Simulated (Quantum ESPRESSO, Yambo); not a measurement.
# P (puckered monolayer): G0W0 in Yambo against the bands, part 2 of 2

How does the gap of P (puckered monolayer) converge in the bands?

Yambo 5.3.0; PBE and many-body steps on it, plane waves. Known limits of the many-body steps: not at the basis limit.

So far. Step 4 (67 bands): Against the run before, the gap moves by −0.019 eV.

## 5. 114 bands

Level of this step: G0W0 on PBE, plane waves, norm-conserving pseudopotentials (Yambo).

Input file gw4.in:

```
HF_and_locXC
gw0
dyson
ppa
em1d
rim_cut
rim_w
RandQpts= 3000000
RandGvec= 100 RL
CUTGeo= "slab z"
RandGvecW= 9 RL
EXXRLvcs= 36 Ry
VXCRLvcs= 144 Ry
Chimod= "HARTREE"
% BndsRnXp
 1 | 114 |
%
NGsBlkXp= 6 Ry
% LongDrXp
 1 | 1 | 0 |
%
% GbndRnge
 1 | 114 |
%
DysSolver= "n"
ExtendOut
PPAPntXp= 27.21138 eV
% QPkrange
 1 | 1 | 9 | 12 |
%
```

Run with:

```bash
$ OMP_NUM_THREADS=2 mpirun -n 4 yambo -F gw4.in -J gw4 -C gw4 > gw4.log
```

What it wrote:

```text
 Yambo, version 5.3.0

 [02] CORE Variables Setup
 =========================

  [... cell, symmetries and grids as in the set-up ...]

  [02.05] Energies & Occupations
  ==============================

  [X] === General ===
  [X] Electronic Temperature                        :  0.000000  0.000000 [eV K]
  [X] Bosonic    Temperature                        :  0.000000  0.000000 [eV K]
  [X] Finite Temperature mode                       : no
  [X] El. density                                   :  0.93433E+23 [cm-3]
[...]
Sc bands terminator                              : no
  Sx RL components                                 :   5277

  QP @ state[ 1 ] K range                          :  1  1
  QP @ state[ 1 ] b range                          :   9  12
  GF energies kind                                 : Perdew, Burke & Ernzerhof(X)+Perdew, Burke & Ernzerhof(C)
  GF WF`s kind                                     : Perdew, Burke & Ernzerhof(X)+Perdew, Burke & Ernzerhof(C)
  Xs energies kind                                 : Perdew, Burke & Ernzerhof(X)+Perdew, Burke & Ernzerhof(C)
  Xs WF`s kind                                     : Perdew, Burke & Ernzerhof(X)+Perdew, Burke & Ernzerhof(C)

 [14] Game Over & Game summary
```

Wall time 1.9 min (4 MPI ranks of Arm Neoverse V2, shared host); peak memory 2.1 GiB.

Numbers from this step:

```
G0W0 gap on the points computed              : 1.962 eV
starting gap on the mesh                     : 0.9076 eV
k of the valence top                         : 0, 0, 0
k of the conduction bottom                   : 0, 0, 0
least direct G0W0 gap on the computed points : 1.962 eV
```

Against the run before, the gap moves by +0.011 eV.

## 6. 171 bands

gw5.in, as its differences from gw4.in of step 5:

```diff
@@ -15,3 +15,3 @@
 % BndsRnXp
- 1 | 114 |
+ 1 | 171 |
 %
@@ -22,3 +22,3 @@
 % GbndRnge
- 1 | 114 |
+ 1 | 171 |
 %
```

Run with:

```bash
$ OMP_NUM_THREADS=2 mpirun -n 4 yambo -F gw5.in -J gw5 -C gw5 > gw5.log
```

What it wrote:

```text
 Yambo, version 5.3.0

 [02] CORE Variables Setup
 =========================

  [... cell, symmetries and grids as in the set-up ...]

  [02.05] Energies & Occupations
  ==============================

  [X] === General ===
  [X] Electronic Temperature                        :  0.000000  0.000000 [eV K]
  [X] Bosonic    Temperature                        :  0.000000  0.000000 [eV K]
  [X] Finite Temperature mode                       : no
  [X] El. density                                   :  0.93433E+23 [cm-3]
[...]
Sc bands terminator                              : no
  Sx RL components                                 :   5277

  QP @ state[ 1 ] K range                          :  1  1
  QP @ state[ 1 ] b range                          :   9  12
  GF energies kind                                 : Perdew, Burke & Ernzerhof(X)+Perdew, Burke & Ernzerhof(C)
  GF WF`s kind                                     : Perdew, Burke & Ernzerhof(X)+Perdew, Burke & Ernzerhof(C)
  Xs energies kind                                 : Perdew, Burke & Ernzerhof(X)+Perdew, Burke & Ernzerhof(C)
  Xs WF`s kind                                     : Perdew, Burke & Ernzerhof(X)+Perdew, Burke & Ernzerhof(C)

 [14] Game Over & Game summary
```

Wall time 2.6 min (4 MPI ranks); peak memory 2.7 GiB; 18 min of CPU time.

Numbers from this step:

```yaml
g0w0_gap_on_the_points_computed: 1.965 eV
starting_gap_on_the_mesh: 0.9076 eV
k_of_the_valence_top: 0, 0, 0
k_of_the_conduction_bottom: 0, 0, 0
least_direct_g0w0_gap_on_the_computed_points: 1.965 eV
```

Against the run before, the gap moves by +0.002 eV.

## 7. 235 bands

gw6.in, as its differences from gw5.in of step 6:

```diff
@@ -15,3 +15,3 @@
 % BndsRnXp
- 1 | 171 |
+ 1 | 235 |
 %
@@ -22,3 +22,3 @@
 % GbndRnge
- 1 | 171 |
+ 1 | 235 |
 %
```

Run with:

```bash
$ OMP_NUM_THREADS=2 mpirun -n 4 yambo -F gw6.in -J gw6 -C gw6 > gw6.log
```

What it wrote:

```text
 Yambo, version 5.3.0

 [02] CORE Variables Setup
 =========================

  [... cell, symmetries and grids as in the set-up ...]

  [02.05] Energies & Occupations
  ==============================

  [X] === General ===
  [X] Electronic Temperature                        :  0.000000  0.000000 [eV K]
  [X] Bosonic    Temperature                        :  0.000000  0.000000 [eV K]
  [X] Finite Temperature mode                       : no
  [X] El. density                                   :  0.93433E+23 [cm-3]
[...]
Sc bands terminator                              : no
  Sx RL components                                 :   5277

  QP @ state[ 1 ] K range                          :  1  1
  QP @ state[ 1 ] b range                          :   9  12
  GF energies kind                                 : Perdew, Burke & Ernzerhof(X)+Perdew, Burke & Ernzerhof(C)
  GF WF`s kind                                     : Perdew, Burke & Ernzerhof(X)+Perdew, Burke & Ernzerhof(C)
  Xs energies kind                                 : Perdew, Burke & Ernzerhof(X)+Perdew, Burke & Ernzerhof(C)
  Xs WF`s kind                                     : Perdew, Burke & Ernzerhof(X)+Perdew, Burke & Ernzerhof(C)

 [14] Game Over & Game summary
```

It took 3.2 min on 4 MPI ranks; peak memory 3.3 GiB.

Numbers from this step:

```
G0W0 gap on the points computed              : 1.964 eV
starting gap on the mesh                     : 0.9076 eV
k of the valence top                         : 0, 0, 0
k of the conduction bottom                   : 0, 0, 0
least direct G0W0 gap on the computed points : 1.964 eV
```

Against the run before, the gap moves by −0.0001 eV.

## 8. The runs together

Times are wall times on 4 MPI ranks of Arm Neoverse V2, shared host, good to a factor of about two.

```
      run   mesh  bands  screening cutoff (eV)  DFT gap (eV)  gap on the mesh (eV)  direct (eV)     time
 23 bands  6×8×1     23                   81.6         0.908                 2.032        2.032     56 s
 38 bands  6×8×1     38                   81.6         0.908                 1.970        1.970     65 s
 67 bands  6×8×1     67                   81.6         0.908                 1.951        1.951     86 s
114 bands  6×8×1    114                   81.6         0.908                 1.962        1.962  1.9 min
171 bands  6×8×1    171                   81.6         0.908                 1.965        1.965  2.6 min
235 bands  6×8×1    235                   81.6         0.908                 1.964        1.964  3.2 min
```

## 9. Summary of results

```yaml
23_bands: 2.032 eV
38_bands: 1.970 eV
67_bands: 1.951 eV
114_bands: 1.962 eV
171_bands: 1.965 eV
235_bands: 1.964 eV
known_limits: not at the basis limit
```

In words: The setting moved: bands. From 23 bands to 235 bands the gap moves by −0.07 eV, for 3.5 times the time. It holds to 0.03 eV from 38 bands on. Bands and screening cutoff are coupled, so a series along one setting does not show full convergence. Bands and cutoff are finite, so the gap is not at the basis limit. The miss can reach some tenths of an eV and take either sign; the mesh is an error of its own. In the G0W0 runs levels were corrected at 1 k point alone, so a gap called «on the mesh» is the least over those, and an edge elsewhere would be missed.

[Paths, hosts, dates, memory and timing lines, banners, echoed tables and standing remarks are left out of the program output.]

[Logs are printed without paths, hosts, clocks, repeated set-up lines and the standing remarks that a program may print on its own settings, such as how far it seeks lower states.]

[Runs of the session that timed out or met a known fault of the program may be left out.]

[Hosts, paths, dates, database ids (printed as entryN), source tags and the programs' standing remarks are cut or masked in the printed files.]
